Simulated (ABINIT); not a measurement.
# Si2Mo (I4/mmm) in ABINIT: a series of runs

One crystal, Si2Mo, is run at these levels: BLYP, rPW86PBE; tasks: band structure.

Program: ABINIT 10.8.3 (patched build). These are calculated values, not measurements. Logs are shortened: lines on timing, memory, paths and dates and some standing lists are left out, and cuts for length are marked. The log counts tension as positive stress, the text compression.

## Step 1: The structure

It takes space group I4/mmm (No. 139, tetragonal). Conventional cell: a = 3.200 Å, b = 3.200 Å, c = 7.861 Å, α = 90.00°, β = 90.00°, γ = 90.00°. Around Mo (site symmetry 4/mmm) lie 10 Si at 2.62 Å. Around Si (site symmetry 4mm) lie 5 Si at 2.61 to 2.63 Å and 5 Mo at 2.62 Å.

## Step 2: Band structure, BLYP

Contents of run.abi:

```
# Datasets: ground state, then fixed potential
ndtset 2

# Pseudopotentials
pp_dirpath "./"
pseudos "Mo.GGA_PBE-JTH.xml, Si.GGA_PBE-JTH.xml"

# Structure
acell 3*1.0 Angstrom
rprim
    -1.6000000000     1.6000000000     3.9305000000
     1.6000000000    -1.6000000000     3.9305000000
     1.6000000000     1.6000000000    -3.9305000000
ntypat 2
znucl 42 14
natom 3
typat 1 2 2
xcart
     0.0000000000     0.0000000000     0.0000000000
     0.0000000000     0.0000000000     9.9083764228
     0.0000000000     0.0000000000     4.9467606429

# Plane-wave basis
ecut 408.170794 eV
pawecutdg 30.0

# Exchange and correlation
ixc -106131

# Bands and occupations
occopt 3
tsmear 0.05 eV

# SCF cycle
nstep 100

# Output
iomode 3
prtwf 0
prteig 0
prtebands 0
enunit 1
prtden1 1

# Dataset 1
kptopt1 1
ngkpt1 12 12 12
nshiftk1 1
shiftk1 0.0 0.0 0.0
nband1 15
tolvrs1 1.0e-9

# Dataset 2: bands along G-X-Y-S-G-Z-S1-N-P-Y1-Z
iscf2 -2
getden2 1
nband2 19
nbdbuf2 2
tolwfr2 1.0e-12
kptopt2 -10
ndivsm2 5
prteig2 1
kptbounds2
     0.0000000000     0.0000000000     0.0000000000
    -0.5000000000     0.5000000000     0.0000000000
    -0.5000000000     0.5000000000    -0.0828541695
    -0.2914270847     0.2914270847    -0.2914270847
     0.0000000000     0.0000000000     0.0000000000
     0.5000000000     0.5000000000    -0.5000000000
     0.2914270847     0.7085729153    -0.7085729153
     0.0000000000     0.5000000000    -0.5000000000
    -0.2500000000     0.7500000000    -0.2500000000
     0.0828541695     0.9171458305    -0.5000000000
     0.5000000000     0.5000000000    -0.5000000000
```

Potentials or basis: JTH PAW PBE v2.0.

The run is started by

```sh
abinit run.abi > log 2>&1
```

run.abo:

```text
.Version 10.8.3 of ABINIT
 DATASET    1 : space group I4/m m m (#139); Bravais tI (body-center tetrag.)
================================================================================
 Values of the parameters that define the memory need for DATASET  1.
     intxc =       0    ionmov =       0      iscf =      17    lmnmax =      18
     lnmax =       6     mgfft =      30  mpssoang =       3    mqgrid =    3001
     natom =       3  nloc_mem =       2    nspden =       1   nspinor =       1
    nsppol =       1      nsym =      16    n1xccc =       1    ntypat =       2
    occopt =       3   xclevel =       2
       mpw =         773          nfft =       27000          nkpt =         163
 PAW method is used; the additional fine FFT grid is defined by:
   mgfftf=        45    nfftf =     91125
================================================================================
================================================================================

 DATASET    2 : space group I4/m m m (#139); Bravais tI (body-center tetrag.)
================================================================================
 Values of the parameters that define the memory need for DATASET  2.
     intxc =       0    ionmov =       0      iscf =      -2    lmnmax =      18
     lnmax =       6     mgfft =      30  mpssoang =       3    mqgrid =    3001
     natom =       3  nloc_mem =       2    nspden =       1   nspinor =       1
    nsppol =       1      nsym =      16    n1xccc =       1    ntypat =       2
    occopt =       3   xclevel =       2
       mpw =         777          nfft =       27000          nkpt =         179
 PAW method is used; the additional fine FFT grid is defined by:
   mgfftf=        45    nfftf =     91125
================================================================================
================================================================================

--------------------------------------------------------------------------------
------------- Echo of variables that govern the present computation ------------
--------------------------------------------------------------------------------
 -outvars: echo values of preprocessed input variables --------
            acell      1.8897261259E+00  1.8897261259E+00  1.8897261259E+00 Bohr
              amu      9.59400000E+01  2.80855000E+01
             ecut      1.50000000E+01 Hartree
           enunit           1
           getden1          0
           getden2          1
             iscf1         17
             iscf2         -2
                       outvar_i_n : Printing only first  50 k-points.
              ixc     -106131
           jdtset        1    2
[... 1770 lines left out ...]
    1        2.20740         11.44686100
    2        1.90945          1.58515335
    3        1.90945          1.58515335

================================================================================

 ----iterations are completed or convergence reached----

 Mean square residual over all n,k,spin=   73.456E-14; max=  99.991E-14
 reduced coordinates (array xred) for    3 atoms
       0.000000000000      0.000000000000      0.000000000000
       0.666999999885      0.666999999885      0.000000000000
       0.333000000115      0.333000000115      0.000000000000

 cartesian coordinates (angstrom) at end:
    1      0.00000000000000     0.00000000000000     0.00000000000000
    2     -0.00000000000000     0.00000000000000     5.24328699909929
    3     -0.00000000000000     0.00000000000000     2.61771300090071
 length scales=  1.889726125908  1.889726125908  1.889726125908 bohr
              =  1.000000000000  1.000000000000  1.000000000000 angstroms
 Eigenvalues (   eV  ) for nkpt= 179  k points:
 kpt#   1, nband= 19, wtk=  1.00000, kpt=  0.0000  0.0000  0.0000 (reduced coord)
 -48.13803  -22.28492  -22.18807  -22.18807   -0.74229    6.43226    9.14141    9.76296
   9.99140    9.99140   13.03872   15.65126   16.23793   16.31956   16.31956   16.73915
  17.62219   17.62219   23.16508
 kpt#   2, nband= 19, wtk=  1.00000, kpt= -0.0167  0.0167  0.0000 (reduced coord)
 -48.13793  -22.28479  -22.18875  -22.18865   -0.73370    6.44006    9.09250    9.76541
   9.96938   10.04398   13.00543   15.61422   16.24985   16.28939   16.32343   16.77667
  17.64537   17.67161   23.20250
 kpt#   3, nband= 19, wtk=  1.00000, kpt= -0.0333  0.0333  0.0000 (reduced coord)
 -48.13763  -22.28438  -22.19078  -22.19038   -0.70803    6.46334    8.97220    9.77281
   9.90475   10.17480   12.90762   15.51435   16.22477   16.28219   16.33479   16.86250
  17.71688   17.80872   23.31298
 kpt#   4, nband= 19, wtk=  1.00000, kpt= -0.0500  0.0500  0.0000 (reduced coord)
 -48.13715  -22.28370  -22.19413  -22.19324   -0.66523    6.50170    8.81947    9.78523
   9.80148   10.34333   12.75124   15.37593   16.15817   16.32610   16.35293   16.96183
  17.84165   18.00969   23.49063
 kpt#   5, nband= 19, wtk=  1.00000, kpt= -0.0667  0.0667  0.0000 (reduced coord)
[... 685 lines left out ...]
  11.93972   11.97202   12.03241   12.15522   13.35589   17.33844   17.84255   19.08080
  20.40190   21.34009   21.86024
 kpt# 177, nband= 19, wtk=  1.00000, kpt=  0.4666  0.5334 -0.5000 (reduced coord)
 -48.13708  -22.30764  -22.19232  -22.19201    1.08570    2.77232    9.28393   10.33446
  12.01626   12.02502   12.04314   12.13248   13.26360   17.25609   17.70339   19.01638
  20.74152   21.75727   21.98571
 kpt# 178, nband= 19, wtk=  1.00000, kpt=  0.4833  0.5167 -0.5000 (reduced coord)
 -48.13737  -22.30825  -22.19034  -22.19026    1.06795    2.74506    9.31111   10.40958
  12.04325   12.04998   12.08922   12.11852   13.19424   17.20597   17.61803   18.97751
  21.07901   22.06036   22.09235
 kpt# 179, nband= 19, wtk=  1.00000, kpt=  0.5000  0.5000 -0.5000 (reduced coord)
 -48.13747  -22.30845  -22.18967  -22.18967    1.06189    2.73592    9.32027   10.43494
  12.05233   12.05233   12.11381   12.11381   13.16779   17.18914   17.58933   18.96457
  21.26811   22.06877   22.07200

== END DATASET(S) ==============================================================
================================================================================

 -outvars: echo values of variables after computation  --------
            acell      1.8897261259E+00  1.8897261259E+00  1.8897261259E+00 Bohr
           etotal1    -7.6719669653E+01
            fcart1    -6.7161063353E-19 -3.8249005420E-19 -2.8912057933E-19
                      -6.9165505545E-19  4.6482726187E-19 -6.1704980902E-03
                       1.3632656890E-18 -8.2337207668E-20  6.1704980902E-03
            rprim     -1.6000000000E+00  1.6000000000E+00  3.9305000000E+00
                       1.6000000000E+00 -1.6000000000E+00  3.9305000000E+00
                       1.6000000000E+00  1.6000000000E+00 -3.9305000000E+00
           strten1    -4.2828648272E-04 -4.2828648272E-04 -3.4204083095E-04
                       0.0000000000E+00  0.0000000000E+00  0.0000000000E+00
           xangst      0.0000000000E+00  0.0000000000E+00  0.0000000000E+00
                      -6.9070602177E-17  6.9070602177E-17  5.2432869991E+00
                      -1.9747239793E-17  1.9747239793E-17  2.6177130009E+00
             xred      0.0000000000E+00  0.0000000000E+00  0.0000000000E+00
                       6.6699999989E-01  6.6699999989E-01  0.0000000000E+00
                       3.3300000011E-01  3.3300000011E-01  0.0000000000E+00
 Calculation completed.
```

Run time: 7.1 min. Hardware: 1 thread of Arm Neoverse V1, shared host; peak memory 0.16 GiB.

Results:

| Item | Value |
| --- | --- |
| Free energy | -2087.6486 eV |
| Pressure | 11.8 GPa |
| Largest force | 0.317 eV/Å |
| Band gap on the k mesh | none (metal or under the smearing width) |
| Valence electrons inside the program's atomic spheres | Mo 11.45; Si 1.59 |

Forces in eV/Å, atoms in the order of the input:
```
Mo   0.000  0.000  0.000
Si   0.000  0.000 -0.317
Si   0.000  0.000  0.317
```

Stress tensor (GPa, compression positive):
```
12.60  0.00  0.00
 0.00 12.60  0.00
 0.00  0.00 10.06
```

Levels at the corners of the path, in eV from the Fermi level:
```csv
point,band 7,band 8,band 9,band 10,band 11,band 12,band 13,band 14,band 15,band 16
Γ,-3.51,-2.89,-2.66,-2.66,0.39,3.00,3.59,3.67,3.67,4.09
X,-5.54,-5.39,-4.45,-3.01,-0.97,2.30,2.67,2.97,3.29,5.13
Y,-5.43,-4.45,-3.92,-2.88,-1.58,1.81,1.92,2.54,4.71,5.82
S,-6.64,-2.70,-2.41,-2.29,-0.41,1.54,3.28,3.59,4.44,4.46
Γ,-3.51,-2.89,-2.66,-2.66,0.39,3.00,3.59,3.67,3.67,4.09
Z,-3.33,-2.22,-0.60,-0.60,-0.54,-0.54,0.52,4.54,4.94,6.31
S1,-6.64,-2.70,-2.41,-2.29,-0.41,1.54,3.28,3.59,4.44,4.46
N,-4.81,-4.36,-2.56,-2.50,-0.50,2.24,3.00,3.93,4.31,5.75
P,-6.17,-6.17,-2.78,-1.95,-1.95,0.15,2.30,4.16,4.16,4.22
Y1,-5.43,-4.45,-3.92,-2.88,-1.58,1.81,1.92,2.54,4.71,5.82
Z,-3.33,-2.22,-0.60,-0.60,-0.54,-0.54,0.52,4.54,4.94,6.31
```

Caveat: the PAW data sets were made with another functional, which shifts forces and pressure a little.

## Step 3: Band structure, rPW86PBE

Contents of run.abi:

```
ndtset 2

pp_dirpath "./"
pseudos "Mo.GGA_PBE-JTH.xml, Si.GGA_PBE-JTH.xml"

acell 3*1.0
rprim
    -3.0235617994     3.0235617994     7.4275685328
     3.0235617994    -3.0235617994     7.4275685328
     3.0235617994     3.0235617994    -7.4275685328
ntypat 2
znucl 42 14
natom 3
typat 1 2 2
xcart
     0.0000000000     0.0000000000     0.0000000000
     0.0000000000     0.0000000000     5.2432870000
     0.0000000000     0.0000000000     2.6177130000 Angstrom

ecut 15.0
pawecutdg 30.0

ixc -144130

occopt 3
tsmear 0.05 eV

nstep 100

iomode 3
prtwf 0
prteig 0
prtebands 0
enunit 1
prtden1 1

kptopt1 1
ngkpt1 12 12 12
nshiftk1 1
shiftk1 0.0 0.0 0.0
nband1 15
tolvrs1 1.0e-9

iscf2 -2
getden2 1
nband2 19
nbdbuf2 2
tolwfr2 1.0e-12
kptopt2 -10
ndivsm2 5
prteig2 1
kptbounds2
     0.0000000000     0.0000000000     0.0000000000
    -0.5000000000     0.5000000000     0.0000000000
    -0.5000000000     0.5000000000    -0.0828541695
    -0.2914270847     0.2914270847    -0.2914270847
     0.0000000000     0.0000000000     0.0000000000
     0.5000000000     0.5000000000    -0.5000000000
     0.2914270847     0.7085729153    -0.7085729153
     0.0000000000     0.5000000000    -0.5000000000
    -0.2500000000     0.7500000000    -0.2500000000
     0.0828541695     0.9171458305    -0.5000000000
     0.5000000000     0.5000000000    -0.5000000000
```

Potentials or basis: JTH PAW PBE v2.0.

The run is started by

```sh
abinit run.abi > log 2>&1
```

run.abo:

```text
.Version 10.8.3 of ABINIT
 DATASET    1 : space group I4/m m m (#139); Bravais tI (body-center tetrag.)
================================================================================
 Values of the parameters that define the memory need for DATASET  1.
     intxc =       0    ionmov =       0      iscf =      17    lmnmax =      18
     lnmax =       6     mgfft =      30  mpssoang =       3    mqgrid =    3001
     natom =       3  nloc_mem =       2    nspden =       1   nspinor =       1
    nsppol =       1      nsym =      16    n1xccc =       1    ntypat =       2
    occopt =       3   xclevel =       2
       mpw =         773          nfft =       27000          nkpt =         163
 PAW method is used; the additional fine FFT grid is defined by:
   mgfftf=        45    nfftf =     91125
================================================================================
================================================================================

 DATASET    2 : space group I4/m m m (#139); Bravais tI (body-center tetrag.)
================================================================================
 Values of the parameters that define the memory need for DATASET  2.
     intxc =       0    ionmov =       0      iscf =      -2    lmnmax =      18
     lnmax =       6     mgfft =      30  mpssoang =       3    mqgrid =    3001
     natom =       3  nloc_mem =       2    nspden =       1   nspinor =       1
    nsppol =       1      nsym =      16    n1xccc =       1    ntypat =       2
    occopt =       3   xclevel =       2
[... 2515 lines left out ...]
  11.55682   11.62839   11.69093   11.75667   13.01263   17.02915   17.60164   18.42596
  19.89845   21.06102   21.47160
 kpt# 177, nband= 19, wtk=  1.00000, kpt=  0.4666  0.5334 -0.5000 (reduced coord)
 -48.62306  -22.73029  -22.61660  -22.61629    0.62393    2.29115    8.78454    9.94132
  11.63573   11.67438   11.70224   11.73444   12.92598   16.94613   17.46367   18.35814
  20.23922   21.48765   21.61051
 kpt# 178, nband= 19, wtk=  1.00000, kpt=  0.4833  0.5167 -0.5000 (reduced coord)
 -48.62335  -22.73089  -22.61461  -22.61453    0.60604    2.26369    8.81250   10.01677
  11.69411   11.70245   11.70943   11.72079   12.86184   16.89563   17.37900   18.31717
  20.57808   21.58613   21.77556
 kpt# 179, nband= 19, wtk=  1.00000, kpt=  0.5000  0.5000 -0.5000 (reduced coord)
 -48.62346  -22.73110  -22.61394  -22.61394    0.60004    2.25450    8.82192   10.04226
  11.71189   11.71189   11.71619   11.71619   12.83766   16.87867   17.35050   18.30355
  20.76783   21.57462   21.57462

== END DATASET(S) ==============================================================
================================================================================

 -outvars: echo values of variables after computation  --------
            acell      1.0000000000E+00  1.0000000000E+00  1.0000000000E+00 Bohr
           etotal1    -7.6934334295E+01
            fcart1    -0.0000000000E+00 -0.0000000000E+00 -0.0000000000E+00
                      -2.7807922333E-19 -2.7807922333E-19 -3.9000180032E-03
                       2.7807922333E-19  2.7807922333E-19  3.9000180032E-03
            rprim     -3.0235617994E+00  3.0235617994E+00  7.4275685328E+00
                       3.0235617994E+00 -3.0235617994E+00  7.4275685328E+00
                       3.0235617994E+00  3.0235617994E+00 -7.4275685328E+00
           strten1    -2.6163380263E-04 -2.6163380263E-04 -2.3556910868E-04
                       0.0000000000E+00  0.0000000000E+00  0.0000000000E+00
           xangst      0.0000000000E+00  0.0000000000E+00  0.0000000000E+00
                      -3.3301238198E-17  3.3301238198E-17  5.2432869973E+00
                      -2.6833500971E-17  2.6833500971E-17  2.6177129973E+00
             xred      0.0000000000E+00  0.0000000000E+00  0.0000000000E+00
                       6.6700000011E-01  6.6700000011E-01  0.0000000000E+00
                       3.3299999989E-01  3.3299999989E-01  0.0000000000E+00
 Calculation completed.
```

It took 7.4 min on 1 thread of Arm Neoverse V1, shared host; peak memory 0.16 GiB.

Results:

```yaml
Free_energy: -2093.4899 eV
Pressure: 7.4 GPa
Largest_force: 0.201 eV/Å
Band_gap_on_the_k_mesh: none (metal or under the smearing width)
Valence_electrons_inside_the_program's_atomic_spheres: Mo 11.40; Si 1.56
```

Forces on the atoms (eV/Å):
```
Mo   0.000  0.000  0.000
Si   0.000  0.000 -0.201
Si   0.000  0.000  0.201
```

Levels at the corners of the path, in eV from the Fermi level:
```tsv
point	band 9	band 10	band 11	band 12	band 13	band 14
Γ	-2.68	-2.68	0.41	3.05	3.22	3.64
X	-4.50	-3.06	-1.15	2.33	2.71	2.99
Y	-3.94	-2.93	-1.72	1.80	1.92	2.57
S	-2.42	-2.33	-0.41	1.52	3.13	3.56
Γ	-2.68	-2.68	0.41	3.05	3.22	3.64
Z	-0.58	-0.58	-0.58	-0.58	0.54	4.58
S1	-2.42	-2.33	-0.41	1.52	3.13	3.56
N	-2.60	-2.51	-0.50	2.27	2.99	3.99
P	-2.83	-2.06	-2.06	0.20	2.33	4.03
Y1	-3.94	-2.93	-1.72	1.80	1.92	2.57
Z	-0.58	-0.58	-0.58	-0.58	0.54	4.58
```

Caveat: the PAW data sets were made with another functional, which shifts forces and pressure a little.
